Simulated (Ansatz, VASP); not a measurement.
## Two plane-wave programs on KBr

```
K Br
1.0
     0.00000    3.34189    3.24311
     3.34189    0.00000    3.24311
     3.34189    3.34189    0.00000
K Br
1 1
Direct
  0.00000 0.00000 0.00000
  0.50000 0.50000 0.50000
```

Change from the starting cell: strain +0.015 along x and y, -0.015 along z, atoms carried along.

Alike in both runs: task single point; functional PBE; k mesh 6 × 6 × 6; occupations gaussian, width 0.05 eV; no spin polarisation.

|  | VASP | Ansatz |
| --- | --- | --- |
| version | VASP 6.6.1 | Ansatz 0.2.0 |
| potentials or method | VASP PAW PBE potentials, release 64 (K_sv, Br) | scalar-relativistic, plane waves, PAW |
| plane-wave cutoff (eV) | 520 | 420 |
| valence electrons in the cell | 16 | 16 |

```tsv
	VASP	Ansatz	Ansatz less VASP
gap on the k mesh at the Fermi level (eV)	4.40	4.40	+0.002
least direct gap on the mesh (eV)	4.40	4.40	+0.002
pressure (GPa)	0.7	0.6	-0.04
largest component of the traceless stress (GPa)	0.68	0.67	-0.011
```

The functional is the same, so the differences come from potentials, cutoffs and numerics.
